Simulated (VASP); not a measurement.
Wanted: the native input for a VASP 6.6.1 run.

| Property | Result |
| --- | --- |
| Task | relaxation of cell and atoms |
| Functional | r2SCAN |
| Potentials or basis | VASP PAW PBE potentials, release 64 (Si, C) |
| Cutoff | 600 eV |
| k mesh | 10 × 10 × 10 |
| Occupations | gaussian, width 0.03 eV |
| Spin | no spin polarisation |
| Further INCAR settings | ALGO = Normal; EDIFF = 1e-06; IBRION = 2; EDIFFG = -0.01; NSW = 90; ISIF = 3 |

The structure of SiC (Moissanite 3C) lies in POSCAR:

```
SiC
1.0
    0.0000000000      2.1790000000      2.1790000000
    2.1790000000      0.0000000000      2.1790000000
    2.1790000000      2.1790000000      0.0000000000
Si C
1 1
Direct
    0.0000000000      0.0000000000      0.0000000000
    0.2500000000      0.2500000000      0.2500000000
```

The input as run:

INCAR

```
  ALGO = Normal
  EDIFF = 1E-6
  EDIFFG = -0.01
  ENCUT = 600
  IBRION = 2
  ISIF = 3
  ISMEAR = 0
  LASPH = True
  LCHARG = False
  LMIXTAU = True
  LREAL = False
  LWAVE = False
  METAGGA = R2SCAN
  NELM = 80
  NSW = 90
  PREC = Accurate
  SIGMA = 0.03
```

KPOINTS

```
k-points
0
Gamma
  10 10 10
```

Potentials or basis: VASP PAW PBE potentials, release 64 (Si, C).

Run with:

```bash
$ cat potpaw_PBE.64/Si/POTCAR potpaw_PBE.64/C/POTCAR > POTCAR
$ mpirun -np 1 vasp_std > vasp.out
```

Results of the run:

```
Relaxed volume                         : 10.32 Å³/atom
Relaxed cell                           : a = 3.079 Å, b = 3.079 Å, c = 3.079 Å, α = 60.00°, β = 60.00°, γ = 60.00°
Space group after relaxing (to 0.05 Å) : F-43m (No. 216)
Energy gained by relaxing              : 0.1 meV/atom
Ionic steps                            : 3
Pressure after relaxing                : 0.0 GPa
Band gap on the k mesh                 : 1.72 eV, indirect (least direct gap 5.06 eV)
```

Caveat: the PAW data sets were made with another functional, which shifts forces and pressure a little.

It took 2.4 min on 1 thread of Intel(R) Xeon(R) Platinum 8259CL CPU @ 2.50GHz (Skylake/Cascade Lake), with other jobs on the host, peak memory 0.16 GiB.
